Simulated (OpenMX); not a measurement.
Crystal: Na.

```
CELL_PARAMETERS angstrom
-2.14100 2.14100 2.14100
2.14100 -2.14100 2.14100
2.14100 2.14100 -2.14100
ATOMIC_POSITIONS crystal
Na 0.00000 0.00000 0.00000
```

```yaml
Program: OpenMX 3.8.5
Task: single point
Functional: PBE
Potentials_or_basis: OpenMX 2013 PBE set, Na9.0-s3p2d1, grid cutoff 260 Ry
k_mesh: 9 × 9 × 9
Occupations: fermi-dirac, width 0.05 eV
Spin: no spin polarisation
```

On this cell: pressure 0.0 GPa; band gap on the k mesh none (metal or under the smearing width).

The same run follows on a disturbed copy (cell strained at random at fixed volume):

```
CELL_PARAMETERS angstrom
-2.05761 2.14356 2.19933
2.10814 -2.08308 2.18937
2.09200 2.11746 -2.13885
ATOMIC_POSITIONS crystal
Na 0.99870 0.99979 0.99469
```

What changes?

The energy (extrapolated to zero smearing) moves by +7.0 meV/atom; pressure 0.0 GPa; band gap on the k mesh none (metal or under the smearing width).

Caveats: the real-space grid is coarse for these elements, which adds noise of up to some 20 meV/atom to energies and shifts forces, pressures and volumes; the basis of atomic orbitals isn't converged, which shifts pressures, moduli and gaps.
